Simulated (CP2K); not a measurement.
**CaSe under changes of volume**

One of the cells (25.829 Å³/atom); the others are scaled copies at fixed shape and fractional positions:

```
CELL_PARAMETERS angstrom
4.18042 0.00000 0.00000
2.09021 3.62035 0.00000
2.09021 1.20678 3.41329
ATOMIC_POSITIONS crystal
Se 0.50000 0.50000 0.50000
Ca 0.00000 0.00000 0.00000
```

```yaml
Program: CP2K 2026.2
Functional: LDA
Potentials_or_basis: GTH_POTENTIALS Se GTH-PADE-q6, Ca GTH-PADE-q10; TZVP-MOLOPT-PBE-GTH basis
Density_cutoff: 6123 eV
k_mesh: 8 × 8 × 8
Occupations: fermi-dirac, width 0.0259 eV
Spin: no spin polarisation
```

```csv
volume (Å³/atom),energy over the lowest point (meV/atom),pressure (GPa),gap on the mesh (eV)
24.280,0.00,0.3,1.87
24.796,?,?,?
25.313,5.61,-1.9,1.99
25.829,13.38,-2.9,2.04
26.346,24.03,-3.7,2.08
26.863,37.25,-4.5,2.13
27.379,52.78,-5.1,2.17
```

Task: What does the run at 24.796 Å³/atom give?

Result: Energy over the lowest point 1.00 meV/atom; pressure -0.9 GPa; gap on the mesh 1.93 eV.

Worked out: A Birch-Murnaghan fit of order 3 (a polynomial in V^(-2/3)) to the other rows has its minimum at 24.40 Å³/atom with B0 = V·E''(V) = 56 GPa and B' = 4.1. It gives 1.03 meV/atom at 24.796 Å³/atom, against the run's 1.00, and -dE/dV = -0.9 GPa, against -0.9. A straight line through the other rows of the gap, of slope 2.48 eV per unit of ln V, gives 1.93 eV, against the run's 1.93.

Energies are extrapolated to zero smearing.

Caveats: the basis of atomic orbitals isn't converged, which shifts pressures, moduli and gaps.

A mesh can miss the band edges. Spin-orbit coupling on Se is left out.
